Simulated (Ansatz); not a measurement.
# Kick test of a cell of CdS

The structure comes from a generated guess, relaxed at this level; another structure or a mixture of phases may lie lower.

Theory: DFT PBE, scalar-relativistic, plane waves, PAW (Ansatz 0.2.0). Plane waves to 420 eV, a k mesh through Γ of 6×6×8 on the computed 6-atom cell and Gaussian smearing (0.02 eV); no spin polarisation.

The cell below (6 atoms, space group P3_221 (No. 154)) is relaxed within its symmetry.

```
Cd S
1.0
     6.60373    0.00000    0.00000
    -3.30187    5.71900    0.00000
     0.00000    0.00000    4.00215
Cd S
3 3
Direct
  0.62016 0.00000 0.66667
  0.00000 0.62016 0.33333
  0.37984 0.37984 0.00000
  0.36932 0.00000 0.16667
  0.00000 0.36932 0.83333
  0.63068 0.63068 0.50000
```

For the test a repeat of it with 12 atoms (edges 6.60, 6.60, 8.00 Å) was strained at random (σ = 1.5 % a component), the atoms were moved at random (σ = 0.10 Å), and all was relaxed again on a coarse 3×3×2 mesh (in the run’s order of axes) with 0.10 eV smearing, with no symmetry imposed.

Q: Is the structure stable against such a distortion?

A: It returns, within 1 meV/atom of the unmoved cell on that mesh and with the same symmetry when read at 0.1 Å (P1 at 0.01 Å, so small strains and shifts remain). So it is stable against the distortions that fit this cell and that this random move excites. Modes that don't fit the cell aren't tested.
